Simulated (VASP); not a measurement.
Here is a VASP 6.6.1 calculation.

File INCAR:

```
PREC = Accurate ; ENCUT = 600
EDIFF = 1E-6 ; ISMEAR = 0
SIGMA = 0.03 ; LREAL = F
LASPH = T ; NELM = 120
ALGO = Normal ; ISIF = 3
LWAVE = F ; LCHARG = F
GGA = PS ; IBRION = 2
NSW = 40 ; EDIFFG = -0.005
LATTICE_CONSTRAINTS = .TRUE. .TRUE. .FALSE. ; KPAR = 2
```

Contents of KPOINTS:

```
regular mesh
0
Gamma
  12 12 1
```

File POSCAR:

```
WS2
1.0
    3.1700000000      0.0000000000      0.0000000000
   -1.5850000000      2.7453005300      0.0000000000
    0.0000000000      0.0000000000     19.1400000000
S W
2 1
Direct
    0.6666670000      0.3333330000      0.4179728300
    0.6666670000      0.3333330000      0.5820271700
    0.3333330000      0.6666670000      0.5000000000
```

Potentials or basis: VASP PAW PBE potentials, release 64 (S, W_sv).

Run with:

```sh
$ cat potpaw_PBE.64/S/POTCAR potpaw_PBE.64/W_sv/POTCAR > POTCAR
$ mpirun -np 2 vasp_std > vasp.out
```

**Question.** What does it give for the relaxed cell?

**Answer.** a = 3.146 Å, b = 3.146 Å, c = 19.140 Å, α = 90.00°, β = 90.00°, γ = 120.00°.

**Question.** Predict the band gap on the k mesh.

**Answer.** 1.94 eV, direct.

The path:
```tsv
step	energy change (eV)	largest force (eV/Å)	pressure (GPa)	volume (Å³)
1	0.0000	0.2185	-0.85	166.57
2	0.0060	0.3752	1.24	161.38
3	-0.0077	0.0291	0.01	164.32
4	-0.0077	0.0342	0.02	164.27
5	-0.0078	0.0153	0.01	164.15
6	-0.0078	0.0008	0.00	164.07
```

Caveat: the PAW data sets were made with another functional, which shifts forces and pressure a little; spin-orbit coupling is left out, which moves the levels of the heavy elements. As with any semilocal functional, this PBEsol gap is likely too small.
